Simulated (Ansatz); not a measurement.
Method: DFT PBE, scalar-relativistic, plane waves, PAW in Ansatz. Plane waves to 420 eV, a 10×10×6 mesh through Γ for the 4-atom cell and 0.02 eV Gaussian smearing; no spin polarisation.

Formation energies are uncorrected and count from the elements' standard states at the same level.

**Question.** Suggest a trial structure for a monoclinic semiconductor that holds Mg and 1 more element, with a gap near 1.5 eV, a formation energy near −2.20 eV/atom and a density near 2.82 g/cm³, in a cell of 4 atoms. Its symmetry should be P2/m (No. 10).

**Answer.** MgO, space group P2/m (No. 10). Mg on its first site has 4 O at 2.01–2.04 Å; Mg on its second site has 4 O at 2.04 Å; O has 4 Mg at 2.01–2.04 Å.

```cif
data_structure
_symmetry_space_group_name_H-M 'P2/m'
_symmetry_Int_Tables_number 10
_cell_length_a 2.9686
_cell_length_b 3.0002
_cell_length_c 5.4192
_cell_angle_alpha 90.000
_cell_angle_beta 100.334
_cell_angle_gamma 90.000
_cell_volume 47.48
loop_
_atom_site_label
_atom_site_type_symbol
_atom_site_symmetry_multiplicity
_atom_site_Wyckoff_symbol
_atom_site_fract_x
_atom_site_fract_y
_atom_site_fract_z
_atom_site_occupancy
Mg1 Mg 1 a 0.00000 0.00000 0.00000 1
Mg2 Mg 1 h 0.50000 0.50000 0.50000 1
O1 O 2 m 0.40674 0.00000 0.74182 1
```

* Volume per atom: 11.87 Å³
* Density: 2.82 g/cm³
* Energy over the elements: −2.196 eV/atom
* Gap on the 10×10×6 mesh of the 4-atom cell: 1.52 eV

It was reached by relaxing an invented guess, and it needn't be the stable form of this composition. Other answers may fit too; this one was computed.

Kohn–Sham gaps at this level usually fall short of measured ones. Symmetry constrained the relaxation, so the result can be a saddle point.
